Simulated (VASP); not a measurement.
# ZnO (P6_3/mmc) in VASP: notebook

Runs on ZnO. Level: LDA. Tasks: dielectric tensor.

Program: VASP 6.6.1. These are calculated values, not measurements. Logs are shortened: lines on timing, memory, paths and dates and some standing lists are left out, and cuts for length are marked.

## 1. The structure

The structure is hexagonal, space group P6_3/mmc (No. 194). Conventional cell: a = 3.288 Å, b = 3.288 Å, c = 7.130 Å, α = 90.00°, β = 90.00°, γ = 120.00°. Zn (site symmetry -6m2) has 3 O at 1.90 Å as nearest neighbours. O (site symmetry -6m2) has 3 Zn at 1.90 Å as nearest neighbours.

Measurements of this composition are mostly on another form, of space group No. 186.

## 2. Dielectric tensor, LDA

The input, INCAR:

```
SYSTEM = ZnO
ALGO = Normal ; EDIFF = 1E-8
ENCUT = 400 ; GGA = CA
ISIF = 2 ; ISMEAR = 0
LASPH = .True. ; LCHARG = .False.
LEPSILON = .True. ; LREAL = .False.
LWAVE = .False. ; NELM = 100
PREC = Normal ; SIGMA = 0.01
```

The input, KPOINTS:

```
k-points
0
Gamma
  9 9 4
  0 0 0
```

The input, POSCAR:

```
ZnO
1.0
    3.2879671587      0.0000000000      0.0000000000
   -1.6439835793      2.8474630862      0.0000000000
    0.0000000000      0.0000000000      7.1304413500
Zn O
2 2
Direct
    0.0000000000      0.0000000000      0.2500000000
    0.0000000000      0.0000000000      0.7500000000
    0.6666666667      0.3333333333      0.7500000000
    0.3333333333      0.6666666667      0.2500000000
```

Potentials or basis: VASP PAW LDA potentials, release 64 (Zn, O).

Command:

```sh
$ cat potpaw_LDA.64/Zn/POTCAR potpaw_LDA.64/O/POTCAR > POTCAR
$ mpirun -np 1 vasp_std > vasp.out
```

OUTCAR:

```text
SYSTEM = ZnO
   EDIFF = 1E-8
   ENCUT = 400
   GGA = CA
   ISIF = 2
   ISMEAR = 0
   LASPH = .True.
   LEPSILON = .True.
   LREAL = .False.
   NELM = 100
   PREC = Normal

 Found     36 irreducible k-points:

 Following reciprocal coordinates:
            Coordinates               Weight
  0.000000  0.000000  0.000000      1.000000
  0.111111  0.000000  0.000000      6.000000
  0.222222  0.000000  0.000000      6.000000
  0.333333  0.000000  0.000000      6.000000
  0.444444  0.000000  0.000000      6.000000
  0.111111  0.111111  0.000000      6.000000
   k-points           NKPTS =     36   k-points in BZ     NKDIM =     36   number of bands    NBANDS=     22
   number of dos      NEDOS =    301   number of ions     NIONS =      4
   total plane-waves  NPLWV =   9216
   dimension x,y,z NGX =    16 NGY =   16 NGZ =   36
   dimension x,y,z NGXF=    32 NGYF=   32 NGZF=   72
   ions per type =               2   2
   NGX,Y,Z   is equivalent  to a cutoff of   8.09,  8.09,  8.39 a.u.
   NGXF,Y,Z  is equivalent  to a cutoff of  16.18, 16.18, 16.79 a.u.
 SYSTEM =  ZnO
   PREC   = normal    normal or accurate (medium, high low for compatibility)
   ISTART =      0    job   : 0-new  1-cont  2-samecut
   ICHARG =      2    charge: 1-file 2-atom 10-const
   ISPIN  =      1    spin polarized calculation?
   LNONCOLLINEAR =      F non collinear calculations
   LSORBIT =      F    spin-orbit coupling
   LASPH  =      T    aspherical Exc in radial PAW
   ENCUT  =  400.0 eV  29.40 Ry    5.42 a.u.   5.36  5.36 11.63*2*pi/ulx,y,z
   NELM   =    100;   NELMIN=  2; NELMDL= -5     # of ELM steps
   EDIFF  = 0.1E-07   stopping-criterion for ELM
   LREAL  =      F    real-space projection
   EDIFFG = 0.1E-06   stopping-criterion for IOM
   NSW    =      0    number of steps for IOM
   IBRION =     -1    ionic relax: 0-MD 1-quasi-New 2-CG
   NFREE  =      0    steps in history (QN), initial steepest desc. (CG)
   ISIF   =      2    stress and relaxation
   ISYM   =      2    0-nonsym 1-usesym 2-fastsym
   POTIM  = 0.5000    time-step for ionic-motion
   TEBEG  =    0.0;   TEEND  =   0.0 temperature during run
   PSTRESS=    0.0 pullay stress
   NELECT =      36.0000    total number of electrons
   NUPDOWN=      -1.0000    fix difference up-down
   EMIN   =  10.00;   EMAX   =-10.00  energy-range for DOS
   EFERMI =   0.00;   METHOD = LEGACY
   ISMEAR =     0;   SIGMA  =   0.01  broadening in eV -4-tet -1-fermi 0-gaus
   EFERMI_NEDOS =   21; number of points for ismear=-14 and -15
   IALGO  =     38    algorithm
   IMIX   =      4    mixing-type and parameters
     AMIX     =   0.40;   BMIX     =  1.00
     AMIX_MAG =   1.60;   BMIX_MAG =  1.00
  volume/ion in A,a.u.               =      16.69       112.63
  Fermi-wavevector in a.u.,A,eV,Ry     =   1.332524  2.518105 24.158775  1.775620
  Thomas-Fermi vector in A             =   2.461452
   LORBIT       =      0    0 simple, 1 ext, 2 COOP (PROOUT), +10 PAW based schemes
[... 203 lines left out ...]
  ---------------------------------------------------
  free  energy   TOTEN  =       -19.7992926557 eV

  energy  without entropy=      -19.7992926557  energy(sigma->0) =      -19.79929266

 HEAD OF MICROSCOPIC STATIC DIELECTRIC TENSOR (INDEPENDENT PARTICLE, excluding Hartree and local field effects)
 ------------------------------------------------------
           6.481217     0.000000    -0.000000
           0.000000     6.481217     0.000000
           0.000000    -0.000000     3.239093
 ------------------------------------------------------

 Free energy of the ion-electron system (eV)
  ---------------------------------------------------
  ---------------------------------------------------
  free energy    TOTEN  =        -1.01152597 eV

  energy without entropy =       -1.01152597

------------------------ aborting loop because EDIFF is reached ----------------------------------------

--------------------------------------- Ionic step        2  -------------------------------------------

------------------------ aborting loop because EDIFF is reached ----------------------------------------

--------------------------------------- Ionic step        3  -------------------------------------------

 Free energy of the ion-electron system (eV)
  ---------------------------------------------------
  ---------------------------------------------------
  free energy    TOTEN  =        -0.37689027 eV

  energy without entropy =       -0.37689027

------------------------ aborting loop because EDIFF is reached ----------------------------------------

 PIEZOELECTRIC TENSOR FIELD DIRECTION 3  (e Angst)
 -----------------------------------------------------------------------------
     0.00075  0.00000  0.00000           (  0.00001  0.00000  0.00000)
     0.00000  0.00075  0.00000           (  0.00000  0.00001  0.00000)
     0.00000 -0.00000 -0.00121           (  0.00000  0.00000 -0.00000)

 PIEZOELECTRIC TENSOR FIELD DIRECTION 3  (C/m^2)
 -----------------------------------------------------------------------------
     0.00018  0.00000  0.00000
     0.00000  0.00018  0.00000
     0.00000 -0.00000 -0.00029

 MACROSCOPIC STATIC DIELECTRIC TENSOR (including local field effects in DFT)
 ------------------------------------------------------
           6.344343     0.000000     0.000000
           0.000000     6.344343     0.000000
           0.000000     0.000000     2.896320
 ------------------------------------------------------

 PIEZOELECTRIC TENSOR (including local field effects)  for field in x, y, z        (e  Angst)
          XX          YY          ZZ          XY          YZ          ZX
  --------------------------------------------------------------------------------
  x     0.00000     0.00000     0.00000     0.00000     0.00000     0.00000
  y     0.00000     0.00000     0.00000     0.00000     0.00000     0.00000
  z     0.00000     0.00000     0.00000     0.00000     0.00000     0.00000

 PIEZOELECTRIC TENSOR (including local field effects)  for field in x, y, z        (C/m^2)
          XX          YY          ZZ          XY          YZ          ZX
  --------------------------------------------------------------------------------
  x     0.00000     0.00000     0.00000     0.00000     0.00000     0.00000
  y     0.00000     0.00000     0.00000     0.00000     0.00000     0.00000
  z     0.00000     0.00000     0.00000     0.00000     0.00000     0.00000

 BORN EFFECTIVE CHARGES (including local field effects) (in |e|, cummulative output)
 ---------------------------------------------------------------------------------
 ion    1
    1     2.56530     0.00000    -0.00000
    2     0.00000     2.56530     0.00000
    3     0.00000     0.00000     0.86813
 ion    2
    1     2.56530     0.00000    -0.00000
    2     0.00000     2.56530     0.00000
    3    -0.00000     0.00000     0.86813
 ion    3
    1    -2.56530    -0.00000     0.00000
    2    -0.00000    -2.56530     0.00000
    3    -0.00000    -0.00000    -0.86813
 ion    4
    1    -2.56530    -0.00000    -0.00000
    2    -0.00000    -2.56530    -0.00000
    3     0.00000     0.00000    -0.86813
```

OSZICAR:

```text
N       E                     dE             d eps       ncg     rms          rms(c)
[... 13 lines left out ...]
RMM:   6    -0.377091054552E+00    0.24802E-03   -0.10842E-04  2498   0.693E-02    0.616E-03
RMM:   7    -0.376904261171E+00    0.18679E-03   -0.11127E-05  2528   0.190E-02    0.243E-03
RMM:   8    -0.376857887573E+00    0.46374E-04   -0.81845E-07  2608   0.546E-03    0.786E-04
RMM:   9    -0.376877334451E+00   -0.19447E-04   -0.19937E-07  2501   0.191E-03    0.306E-04
RMM:  10    -0.376893280942E+00   -0.15946E-04   -0.33422E-08  2424   0.127E-03    0.734E-05
RMM:  11    -0.376892507369E+00    0.77357E-06   -0.20546E-08  2154   0.340E-04    0.560E-05
RMM:  12    -0.376891224607E+00    0.12828E-05    0.51794E-09  1786   0.139E-04    0.215E-05
RMM:  13    -0.376890274398E+00    0.95021E-06   -0.48804E-09  1735   0.974E-05    0.402E-06
```

stdout:

```text
POSCAR found type information on POSCAR ZnO
 POSCAR found :  2 types and       4 ions
 scaLAPACK will be used
 LDA part: xc-table for (Slater(with rela. corr.)+CA(PZ))
 , standard interpolation
 POSCAR, INCAR and KPOINTS ok, starting setup
 FFT: planning ... GRIDC
 FFT: planning ... GRID_SOFT
 FFT: planning ... GRID
 WAVECAR not read
 entering main loop
[... 30 lines left out ...]
  Direction:   3
 dielectric tensor                  component  3 :    -0.055    -0.028     3.239
 Linear response to external field, progress :
  Direction:   1
 dielectric tensor                  component  1 :     6.344    -0.677    -0.028
 Linear response to external field, progress :
  Direction:   2
 dielectric tensor                  component  2 :    -0.677     6.344    -0.037
 Linear response to external field, progress :
  Direction:   3
 dielectric tensor                  component  3 :    -0.054    -0.028     2.896
 Born effective charges drift removed
```

Run time: 81 s. Hardware: 1 thread of Intel Xeon 6975P-C (Granite Rapids), shared host; peak memory 0.28 GiB.

These settings aren't checked as converged: the numbers below hold their error.

What came out:

```yaml
Band_gap_on_the_k_mesh: 0.76 eV, direct
Electronic_dielectric_tensor_diagonal: 6.34, 6.34, 2.90
Born_charges_mean_of_the_diagonal: Zn +2.00; O -2.00 e
```

Caveat: the cutoff is under 1.25 times the usual one of these potentials, so pressure, stress and relaxed cells hold a basis-set (Pulay) error; an odd mesh through Γ misses points on the zone boundary, where band edges often lie.

## 3. Dielectric tensor, LDA

INCAR, as its differences from that of step 2:

```diff
@@ -7,2 +7,2 @@
 LWAVE = .False. ; NELM = 100
-PREC = Normal ; SIGMA = 0.01
+PREC = Accurate ; SIGMA = 0.1
```

KPOINTS is that of step 2.

POSCAR is that of step 2.

Potentials or basis: VASP PAW LDA potentials, release 64 (Zn, O).

Command:

```sh
$ cat potpaw_LDA.64/Zn/POTCAR potpaw_LDA.64/O/POTCAR > POTCAR
$ mpirun -np 1 vasp_std > vasp.out
```

OUTCAR:

```text
SYSTEM = ZnO
   EDIFF = 1E-8
   ENCUT = 400
   GGA = CA
   ISIF = 2
   ISMEAR = 0
   LASPH = .True.
   LEPSILON = .True.
   LREAL = .False.
   NELM = 100
   PREC = Accurate

 Found     36 irreducible k-points:

 Following reciprocal coordinates:
            Coordinates               Weight
  0.000000  0.000000  0.000000      1.000000
  0.111111  0.000000  0.000000      6.000000
  0.222222  0.000000  0.000000      6.000000
  0.333333  0.000000  0.000000      6.000000
  0.444444  0.000000  0.000000      6.000000
  0.111111  0.111111  0.000000      6.000000
   k-points           NKPTS =     36   k-points in BZ     NKDIM =     36   number of bands    NBANDS=     22
   number of dos      NEDOS =    301   number of ions     NIONS =      4
   total plane-waves  NPLWV =  27648
   dimension x,y,z NGX =    24 NGY =   24 NGZ =   48
   dimension x,y,z NGXF=    48 NGYF=   48 NGZF=   96
   ions per type =               2   2
   NGX,Y,Z   is equivalent  to a cutoff of  12.13, 12.13, 11.19 a.u.
   NGXF,Y,Z  is equivalent  to a cutoff of  24.27, 24.27, 22.38 a.u.
 SYSTEM =  ZnO
   PREC   = accura    normal or accurate (medium, high low for compatibility)
   ISTART =      0    job   : 0-new  1-cont  2-samecut
   ICHARG =      2    charge: 1-file 2-atom 10-const
   ISPIN  =      1    spin polarized calculation?
   LNONCOLLINEAR =      F non collinear calculations
   LSORBIT =      F    spin-orbit coupling
   LASPH  =      T    aspherical Exc in radial PAW
   ENCUT  =  400.0 eV  29.40 Ry    5.42 a.u.   5.36  5.36 11.63*2*pi/ulx,y,z
   NELM   =    100;   NELMIN=  2; NELMDL= -5     # of ELM steps
   EDIFF  = 0.1E-07   stopping-criterion for ELM
   LREAL  =      F    real-space projection
   EDIFFG = 0.1E-06   stopping-criterion for IOM
   NSW    =      0    number of steps for IOM
   IBRION =     -1    ionic relax: 0-MD 1-quasi-New 2-CG
   NFREE  =      0    steps in history (QN), initial steepest desc. (CG)
   ISIF   =      2    stress and relaxation
   ISYM   =      2    0-nonsym 1-usesym 2-fastsym
   POTIM  = 0.5000    time-step for ionic-motion
   TEBEG  =    0.0;   TEEND  =   0.0 temperature during run
   PSTRESS=    0.0 pullay stress
   NELECT =      36.0000    total number of electrons
   NUPDOWN=      -1.0000    fix difference up-down
   EMIN   =  10.00;   EMAX   =-10.00  energy-range for DOS
   EFERMI =   0.00;   METHOD = LEGACY
   ISMEAR =     0;   SIGMA  =   0.10  broadening in eV -4-tet -1-fermi 0-gaus
   EFERMI_NEDOS =   21; number of points for ismear=-14 and -15
   IALGO  =     38    algorithm
   IMIX   =      4    mixing-type and parameters
     AMIX     =   0.40;   BMIX     =  1.00
     AMIX_MAG =   1.60;   BMIX_MAG =  1.00
  volume/ion in A,a.u.               =      16.69       112.63
  Fermi-wavevector in a.u.,A,eV,Ry     =   1.332524  2.518105 24.158775  1.775620
  Thomas-Fermi vector in A             =   2.461452
   LORBIT       =      0    0 simple, 1 ext, 2 COOP (PROOUT), +10 PAW based schemes
   GGA     = CA    functional components
   LHFCALC =     F    Hartree Fock is set to
   AEXX    =    0.0000 exact exchange contribution
   IVDW    =     0    specifies the selected vdW correction
   LEPSILON=     T    determine dielectric tensor
   LRPA    =     F    only Hartree local field effects (RPA)
[... 174 lines left out ...]
  -------------------------------------------------------------------------------------
  Total       -5.5586602     -5.5586602     -2.1928192     -0.0000000      0.0000000      0.0000000
  in kB     -133.4070324   -133.4070324    -52.6273408     -0.0000000      0.0000000      0.0000000
  external PRESSURE =    -106.4804686 kB  Pullay stress =       0.0000000 kB

 VOLUME and BASIS-vectors are now :
 -----------------------------------------------------------------------------
  energy-cutoff  :      400.00
  volume of cell :       66.76
      direct lattice vectors                 reciprocal lattice vectors
     3.287967159  0.000000000  0.000000000     0.304139291  0.175594901  0.000000000
    -1.643983579  2.847463086  0.000000000     0.000000000  0.351189803  0.000000000
     0.000000000  0.000000000  7.130441350     0.000000000  0.000000000  0.140243773

 POSITION                                       TOTAL-FORCE (eV/Angst)
 -----------------------------------------------------------------------------------
      0.00000      0.00000      1.78261         0.000000     -0.000000     -0.000000
      0.00000      0.00000      5.34783         0.000000     -0.000000      0.000000
      1.64398      0.94915      5.34783         0.000000     -0.000000      0.000000
     -0.00000      1.89831      1.78261        -0.000000      0.000000     -0.000000
 -----------------------------------------------------------------------------------
    total drift:                               -0.000000      0.000000      0.000000

  FREE ENERGIE OF THE ION-ELECTRON SYSTEM (eV)
  ---------------------------------------------------
  free  energy   TOTEN  =       -19.7945402631 eV

  energy  without entropy=      -19.7945402624  energy(sigma->0) =      -19.79454026

 HEAD OF MICROSCOPIC STATIC DIELECTRIC TENSOR (INDEPENDENT PARTICLE, excluding Hartree and local field effects)
 ------------------------------------------------------
           6.487596     0.000000    -0.000000
           0.000000     6.487596    -0.000000
           0.000000     0.000000     3.238994
 ------------------------------------------------------

 Free energy of the ion-electron system (eV)
  ---------------------------------------------------
  ---------------------------------------------------
  free energy    TOTEN  =        -1.01507836 eV

  energy without entropy =       -1.01507836

------------------------ aborting loop because EDIFF is reached ----------------------------------------

--------------------------------------- Ionic step        2  -------------------------------------------

------------------------ aborting loop because EDIFF is reached ----------------------------------------

--------------------------------------- Ionic step        3  -------------------------------------------

 Free energy of the ion-electron system (eV)
  ---------------------------------------------------
  ---------------------------------------------------
  free energy    TOTEN  =        -0.37936849 eV

  energy without entropy =       -0.37936849

------------------------ aborting loop because EDIFF is reached ----------------------------------------

 PIEZOELECTRIC TENSOR FIELD DIRECTION 3  (e Angst)
 -----------------------------------------------------------------------------
     0.00076 -0.00000  0.00000           (  0.00001  0.00000  0.00000)
     0.00000  0.00076  0.00000           (  0.00000  0.00001  0.00000)
     0.00000 -0.00000 -0.00121           (  0.00000  0.00000 -0.00000)

 PIEZOELECTRIC TENSOR FIELD DIRECTION 3  (C/m^2)
 -----------------------------------------------------------------------------
     0.00018 -0.00000  0.00000
     0.00000  0.00018  0.00000
     0.00000 -0.00000 -0.00029

 MACROSCOPIC STATIC DIELECTRIC TENSOR (including local field effects in DFT)
 ------------------------------------------------------
           6.350388     0.000000     0.000000
           0.000000     6.350388     0.000000
           0.000000    -0.000000     2.896210
 ------------------------------------------------------

 PIEZOELECTRIC TENSOR (including local field effects)  for field in x, y, z        (e  Angst)
          XX          YY          ZZ          XY          YZ          ZX
  --------------------------------------------------------------------------------
  x     0.00000     0.00000     0.00000     0.00000     0.00000     0.00000
  y     0.00000     0.00000     0.00000     0.00000     0.00000     0.00000
  z     0.00000     0.00000     0.00000     0.00000     0.00000     0.00000

 PIEZOELECTRIC TENSOR (including local field effects)  for field in x, y, z        (C/m^2)
          XX          YY          ZZ          XY          YZ          ZX
  --------------------------------------------------------------------------------
  x     0.00000     0.00000     0.00000     0.00000     0.00000     0.00000
  y     0.00000     0.00000     0.00000     0.00000     0.00000     0.00000
  z     0.00000     0.00000     0.00000     0.00000     0.00000     0.00000

 BORN EFFECTIVE CHARGES (including local field effects) (in |e|, cummulative output)
 ---------------------------------------------------------------------------------
 ion    1
    1     2.56593     0.00000     0.00000
    2     0.00000     2.56593     0.00000
    3     0.00000     0.00000     0.86817
 ion    2
    1     2.56593     0.00000     0.00000
    2     0.00000     2.56593     0.00000
    3     0.00000     0.00000     0.86817
 ion    3
    1    -2.56593    -0.00000     0.00000
    2    -0.00000    -2.56593     0.00000
    3     0.00000     0.00000    -0.86817
 ion    4
    1    -2.56593    -0.00000     0.00000
    2    -0.00000    -2.56593     0.00000
    3     0.00000     0.00000    -0.86817
```

Run time: 2.7 min. Hardware: 1 thread of Intel Xeon 6975P-C (Granite Rapids), shared host; peak memory 0.3 GiB.

These settings aren't checked as converged: the numbers below hold their error.

What came out:

* Band gap on the k mesh: 0.76 eV, direct
* Electronic dielectric tensor (diagonal): 6.35, 6.35, 2.90
* Born charges (mean of the diagonal): Zn +2.00; O -2.00 e

Caveat: the cutoff is under 1.25 times the usual one of these potentials, so pressure, stress and relaxed cells hold a basis-set (Pulay) error; an odd mesh through Γ misses points on the zone boundary, where band edges often lie.

(Part 1 of 2 ends here.)
